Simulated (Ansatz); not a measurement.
CuO:

```
CELL_PARAMETERS angstrom
0.00000 2.11656 2.11656
2.11656 0.00000 2.11656
2.11656 2.11656 0.00000
ATOMIC_POSITIONS crystal
Cu 0.02950 0.02810 0.90803
O 0.47050 0.47190 0.59197
```

The cell comes from a database or a generator and needn't be the stable form of this composition.

| Item | Value |
| --- | --- |
| Program | Ansatz 0.2.0 |
| Task | relaxation of cell and atoms |
| Functional | RPBE |
| Potentials or basis | Ansatz PAW |
| Cutoff | 420 eV (not typed: the program's choice for these potentials) |
| k mesh | 11 × 11 × 11 |
| Occupations | fermi-dirac, width 0.05 eV |
| Spin | no spin polarisation |

At the start: volume 9.48 Å³/atom.

Q: Where does the relaxation end?

A: It ends after 10 steps and the volume is 9.89 Å³/atom (+4.3 %); space group Fm-3m (No. 225, to 0.05 Å).

The path:
| step | energy change (eV) | largest force (eV/Å) | volume (Å³) |
| --- | --- | --- | --- |
| 1 | 0.0000 | 1.0355 | 18.96 |
| 2 | -0.1221 | 0.6133 | 20.11 |
| 3 | -0.1689 | 0.3906 | 21.07 |
| 4 | -0.4115 | 0.1791 | 20.35 |
| 5 | -0.4413 | 0.0024 | 19.68 |
| 6 | -0.4419 | 0.0007 | 19.74 |
| 7 | -0.4419 | 0.0001 | 19.74 |
| 8 | -0.4462 | 0.0001 | 19.74 |
| 9 | -0.4461 | 0.0002 | 19.78 |
| 10 | -0.4462 | 0.0002 | 19.78 |

Final structure:
```
Cu O
1.0
    -0.00002    2.14657    2.14597
     2.14663   -0.00003    2.14598
     2.14671    2.14665   -0.00010
Cu O
1 1
Direct
  0.00000 0.00000 0.00001
  0.50000 0.50000 0.49999
```

Caveat: the plane-wave basis is chosen anew once the cell has moved, so the energies of steps on either side of that aren't comparable; the pressure holds a Pulay correction of +0.7 GPa for the finite cutoff; an odd number of electrons without spin polarisation forces a metal; a magnetic or distorted state may lie lower; the run has no spin polarisation, though such a crystal can be magnetic; the PAW data sets come from PBE, with cores solved anew for the run's functional, which leaves a small shift of forces and pressure.
